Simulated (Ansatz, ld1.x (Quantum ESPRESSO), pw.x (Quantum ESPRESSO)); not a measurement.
## Equation-of-state test of one PAW potential (silicon)

Si (Z = 14), PAW, made with ld1.x (Quantum ESPRESSO) 7.5 (PBEsol, scalar-relativistic). Core [Ne], reference 3s2 3p2. Waves: 3s (bound): rcut 1.65, rcutus 2.25 bohr; 3s channel at -0.25 Ry: rcut 1.65, rcutus 2.25 bohr; 3p (bound): rcut 1.40, rcutus 1.75 bohr; 3p channel at 0.65 Ry: rcut 1.40, rcutus 1.75 bohr. Local part: all-electron potential smoothed inside 2.15 bohr (lloc = -2). Core correction: a·sin(br)/r model core inside 1.75 bohr. Augmentation charge: PSQ, radius 1.60 bohr.

Atomic tests: cutoffs needed: 6 Ry and 10 Ry (the cutoffs (Ry, on a coarse ladder) from which the occupation-weighted sum of valence levels, in a spherical-Bessel basis at the reference potential, stays within 10 and 1 mRy of its value at 400 Ry); ghost test: no extra level below or beside the all-electron valence levels (s, p, d, f tested) (spherical-Bessel basis up to 400 Ry, 20 bohr box); largest excitation error: -66 meV (all-electron minus pseudo) for 3s1 3p0, out of 7 test configurations.

Crystal test: diamond Si in pw.x 7.5, no spin, 9³ k-points, Fermi–Dirac smearing 0.01 Ry, cutoffs 40/320 Ry. The reference is all-electron LAPW (Ansatz 0.2.0) with the same functional, mesh and smearing; V0 and B0 come from Birch–Murnaghan fits to the pressures at five volumes. Errors are pseudo minus all-electron; Δ is the rms difference of the E(V) curves that follow from these fits, minima aligned, over ±6 % about the mean V0. Mesh and smearing are coarse, so the numbers serve the comparison and aren't converged zero-temperature values; the lattice is a test structure that the element need not adopt.

```json
{"V (Å³/atom)": "19.005", "P all-electron (GPa)": "5.52", "P pseudo (GPa)": "11.00"}
{"V (Å³/atom)": "19.505", "P all-electron (GPa)": "2.66", "P pseudo (GPa)": "7.73"}
{"V (Å³/atom)": "20.005", "P all-electron (GPa)": "0.14", "P pseudo (GPa)": "4.85"}
{"V (Å³/atom)": "20.505", "P all-electron (GPa)": "-2.06", "P pseudo (GPa)": "2.32"}
{"V (Å³/atom)": "21.005", "P all-electron (GPa)": "-4.00", "P pseudo (GPa)": "0.09"}
```

All-electron: a0 = 5.432 Å (V0 = 20.04 Å³/atom), B0 = 93.4 GPa.

Pseudopotential: mean pressure error (GPa): +4.75. The pressure does not cross zero within the volumes sampled, so no fit is given. This is a poor potential for the solid.

Q: At the middle volume, how do free energy and pressure move when the wave cutoff is lowered (ecutrho held at 320 Ry)?

A:

```tsv
cutoff (Ry)	shift of F (meV/atom)	shift of P (GPa)
18	+3.6	+0.03
24	+2.4	-0.02
32	+0.4	-0.01
```

Input at the middle volume:

```
&control
  calculation='scf', prefix='x', pseudo_dir='./', outdir='./tmp', tstress=.true., disk_io='none'
/
&system
  ibrav=0, nat=2, ntyp=1, ecutwfc=40, ecutrho=320, nbnd=11,
  occupations='smearing', smearing='fd', degauss=0.01
/
&electrons
  conv_thr=1e-09, mixing_beta=0.4, electron_maxstep=70
/
ATOMIC_SPECIES
Si 1.0 Si.UPF
CELL_PARAMETERS angstrom
  0.00000000 2.71464380 2.71464380
  2.71464380 0.00000000 2.71464380
  2.71464380 2.71464380 0.00000000
ATOMIC_POSITIONS crystal
Si 0.0000 0.0000 0.0000
Si 0.2500 0.2500 0.2500
K_POINTS automatic
9 9 9 0 0 0
```

```bash
pw.x < Si.scf.in > Si.scf.out
```

Lines of the output:

```
Message from routine setup:
     using ibrav=0 with symmetry is DISCOURAGED, use correct ibrav instead
     lattice parameter (alat)  =       7.2548  a.u.
     unit-cell volume          =     270.0009 (a.u.)^3
     number of electrons       =         8.00
     number of Kohn-Sham states=           11
     kinetic-energy cutoff     =      40.0000  Ry
     charge density cutoff     =     320.0000  Ry
     scf convergence threshold =      1.0E-09
     Exchange-correlation= SLA  PW   PSX  PSC
     number of k points=    35  Fermi-Dirac smearing, width (Ry)=  0.0100
     iteration #  1     ecut=    40.00 Ry     beta= 0.40
     total energy              =     -91.23614412 Ry
     estimated scf accuracy    <       0.04720789 Ry
     iteration #  2     ecut=    40.00 Ry     beta= 0.40
     total energy              =     -91.23392141 Ry
     estimated scf accuracy    <       0.01239757 Ry
     iteration #  3     ecut=    40.00 Ry     beta= 0.40
     total energy              =     -91.23470939 Ry
     estimated scf accuracy    <       0.00023207 Ry
     iteration #  4     ecut=    40.00 Ry     beta= 0.40
     total energy              =     -91.23473402 Ry
     estimated scf accuracy    <       0.00000121 Ry
     iteration #  5     ecut=    40.00 Ry     beta= 0.40
     total energy              =     -91.23473485 Ry
     estimated scf accuracy    <       0.00000022 Ry
     iteration #  6     ecut=    40.00 Ry     beta= 0.40
     total energy              =     -91.23473491 Ry
     estimated scf accuracy    <          7.9E-09 Ry
     iteration #  7     ecut=    40.00 Ry     beta= 0.40
     total energy              =     -91.23473491 Ry
     estimated scf accuracy    <          1.3E-09 Ry
     iteration #  8     ecut=    40.00 Ry     beta= 0.40
     the Fermi energy is     6.7001 ev
!    total energy              =     -91.23473491 Ry
     estimated scf accuracy    <          8.5E-12 Ry
     smearing contrib. (-TS)   =      -0.00022582 Ry
     convergence has been achieved in   8 iterations
          total   stress  (Ry/bohr**3)                   (kbar)     P=       48.54
     Message from routine punch:
     Nothing written, as per user request (disk_io='none')
```

The run at the middle volume (35 k-points, 8 iterations) took about 4.2 s on one core of a shared host (AMD EPYC 9R45 96-Core Processor, 96 threads, 376 GiB, load 34).
